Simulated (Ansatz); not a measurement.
Convergence of FeCo3 with the ratio of density to wavefunction cutoff

Theory: DFT r2SCAN, scalar-relativistic, plane waves, PAW (Ansatz).

```cif
data_structure
_symmetry_space_group_name_H-M 'P 1'
_symmetry_Int_Tables_number 1
_cell_length_a 3.5357
_cell_length_b 3.5357
_cell_length_c 3.5357
_cell_angle_alpha 90.000
_cell_angle_beta 90.000
_cell_angle_gamma 90.000
_cell_volume 44.20
loop_
_atom_site_label
_atom_site_type_symbol
_atom_site_fract_x
_atom_site_fract_y
_atom_site_fract_z
_atom_site_occupancy
Fe1 Fe 0.00000 0.00000 0.00000 1
Co1 Co 0.50000 0.50000 0.00000 1
Co2 Co 0.50000 0.00000 0.50000 1
Co3 Co 0.00000 0.50000 0.50000 1
```

```
plane-wave cutoff                               : 500 eV
Γ-centred k-mesh                                : 12×12×12
occupation rule                                 : Gaussian smearing, 0.1 eV
list of starting moments (μB, in atom order)    : 3.21 2.09 2.09 2.09
check for lower electronic states after the SCF : asked for but not made
valence charge of the PAW sets                  : Fe 16, Co 17
```

The atoms are held and the ratio of density to wavefunction cutoff is swept. Energies are extrapolated to zero smearing and count from the reference run, 9. The cell isn't necessarily relaxed at this level. Pressure is positive in compression.

```tsv
ratio	ΔE (meV/atom)	P (GPa)	cell moment (μB)
2	-1.03	0.33	8.17
3	-0.03	0.25	8.17
9	0.00	0.24	8.17
```

Moments started parallel; other magnetic orders weren't tried and can lie lower.